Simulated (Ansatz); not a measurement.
## Structure types of TaN compared at 210 GPa

Structure types of TaN are relaxed in primitive cells with their symmetry kept at 210 GPa, on PAW files; LAPW relaxes the small cells further and takes the PAW cell for the others (marked *). The enthalpy is E + pV at zero temperature, without zero-point motion. Only the types listed were tried, and differences under about 5 meV/atom are mesh noise. The real phase may be another.

All numbers are PBE results (scalar-relativistic) from Ansatz 0.2.0, with Fermi–Dirac smearing of 0.08 eV, no spin polarisation. Methods: LAPW: all electrons, basis error target 0.5 meV/atom; PAW: frozen-core files, cutoff 420 eV.

k meshes: rocksalt 17×17×17, CsCl 16×16×16, zincblende 16×16×16, WC 17×17×15, anti NiAs 13×13×7.

Spin–orbit coupling is left out, which matters for the heavy atoms.

**Question.** Which type is lowest in enthalpy, and by how much?

**Answer.** anti NiAs, 104 meV/atom below WC. The whole table:

```
start type              ends as          a, b, c (Å)  V (Å³/atom)  H − H(lowest), LAPW (meV/atom)  same, PAW
  rocksalt      rocksalt, Fm-3m  3.970, 3.970, 3.970         7.82                           236.9      238.7
      CsCl          CsCl, Pm-3m  2.463, 2.463, 2.463         7.47                           263.7      258.1
zincblende    zincblende, F-43m  4.176, 4.176, 4.176         9.11                          2672.4     2698.9
        WC            WC, P-6m2  2.632, 2.632, 2.640         7.92                           104.2      106.0
anti NiAs*  anti NiAs, P6_3/mmc  2.678, 2.678, 5.035         7.82                             0.0        0.0
```
